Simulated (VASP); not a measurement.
Set up this calculation in VASP 6.6.1, as the native input.

* Task: single point
* Functional: PBE
* Potentials or basis: VASP PAW PBE potentials, release 64 (Cr_pv, O)
* Cutoff: 600 eV
* k mesh: 9 × 9 × 9
* Occupations: methfessel-paxton, width 0.1 eV
* Spin: collinear spin, ferromagnetic start
* Starting moments: [3.0, 3.0, 3.0, 3.0, 0.0, 0.0, 0.0, 0.0, 0.0, 0.0] μB
* Further INCAR settings: ALGO = Normal; EDIFF = 1e-06; NBANDS = 57; AMIX = 0.2; BMIX = 0.0001

The structure of Cr2O3 (Eskolaite) lies in POSCAR:

```
Cr2O3
1.0
    2.4785000000      1.4309626400      4.5307666700
   -2.4785000000      1.4309626400      4.5307666700
    0.0000000000     -2.8619252800      4.5307666700
Cr O
4 6
Direct
    0.3474800000      0.3474800000      0.3474800000
    0.1525200000      0.1525200000      0.1525200000
    0.6525200000      0.6525200000      0.6525200000
    0.8474800000      0.8474800000      0.8474800000
    0.5558000000      0.9442000000      0.2500000000
    0.2500000000      0.5558000000      0.9442000000
    0.9442000000      0.2500000000      0.5558000000
    0.4442000000      0.0558000000      0.7500000000
    0.7500000000      0.4442000000      0.0558000000
    0.0558000000      0.7500000000      0.4442000000
```

These files were run (other wordings do the same):

INCAR

```
SYSTEM = Cr2O3
  PREC = Accurate
  ENCUT = 600
  EDIFF = 1E-6
  ISMEAR = 1
  SIGMA = 0.1
  LREAL = .False.
  LASPH = .True.
  NELM = 150
  ALGO = Normal
  ISIF = 2
  LWAVE = .False.
  LCHARG = .False.
  ISPIN = 2
  MAGMOM = 3 3 3 3 0 0 0 0 0 0
  LORBIT = 11
  LMAXMIX = 4
  GGA = PE
  NBANDS = 57
  AMIX = 0.2
  BMIX = 1E-4
  AMIX_MAG = 0.8
  BMIX_MAG = 1E-4
  KPAR = 4
```

KPOINTS

```
regular mesh
0
Gamma
  9 9 9
  0 0 0
```

Potentials or basis: VASP PAW PBE potentials, release 64 (Cr_pv, O).

The run is started by

```console
$ cat potpaw_PBE.64/Cr_pv/POTCAR potpaw_PBE.64/O/POTCAR > POTCAR
$ mpirun -np 4 vasp_std > vasp.out
```

It gave:

- Pressure: 7.8 GPa
- Largest force: 0.648 eV/Å
- Band gap on the k mesh: 0.58 eV, indirect (least direct gap 0.80 eV)
- Net moment: 12.00 μB per cell
- Site moments: Cr +2.87; O -0.00 μB
- Valence electrons inside the program's atomic spheres: Cr 10.74; O 5.06

Caveat: an odd mesh through Γ misses points on the zone boundary, where band edges often lie; only a ferromagnetic start was run, and an antiferromagnetic order may lie lower in energy.

It took 8 min on 4 MPI ranks on Intel(R) Xeon(R) Platinum 8259CL CPU @ 2.50GHz (Skylake/Cascade Lake), on a shared host, peak memory 0.93 GiB a rank.
